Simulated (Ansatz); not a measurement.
Input and command of a plane-wave DFT calculation in Ansatz:

```yaml
crystal:
  lattice:
    - [1.6342721593, -6.202548223, 0.0]
    - [1.6342721593, 6.202548223, 0.0]
    - [0.0, 0.0, 3.3043849556]
  atoms:
    - { symbol: Ge, position: [0.8975172586, 0.1024827414, 0.75] }
    - { symbol: Ge, position: [0.1024827414, 0.8975172586, 0.25] }
    - { symbol: Si, position: [0.5599863203, 0.4400136797, 0.75] }
    - { symbol: Si, position: [0.4400136797, 0.5599863203, 0.25] }
    - { symbol: Si, position: [0.2497198032, 0.7502801968, 0.75] }
    - { symbol: Si, position: [0.7502801968, 0.2497198032, 0.25] }
basis:
  ecutwfc: 420
kpoints:
  mp_grid: { grid: [6, 6, 6] }
hamiltonian:
  xc: pbesol
scf:
  occupations: { method: gaussian, width: 0.1 }
output:
  forces: true
  stress: true
  eigenvalues: true
relax:
  adjacent_minimum: "off"
  f_tol: 0.05
  max_steps: 60
  cell: { stress_tol: 0.5 }
```

```bash
ansatz run input.yaml --threads 2 --pin off --max-ram 5120MiB --backend cpu --events-out ev --progress --plain --runs-dir out
```

Processor: Arm Neoverse V2, 2 threads, on a host shared with other jobs.

Q: Estimate time, memory and problem size.

A: About 70 s on 2 threads of Arm Neoverse V2 (shared host), peak memory 0.48 GiB. It solves 28 bands at 52 k points (the mesh reduced by the symmetry that the task leaves, which can be less than the crystal's) with about 1975 plane waves (on the last cell), in 124 SCF iterations over 21 ionic steps.
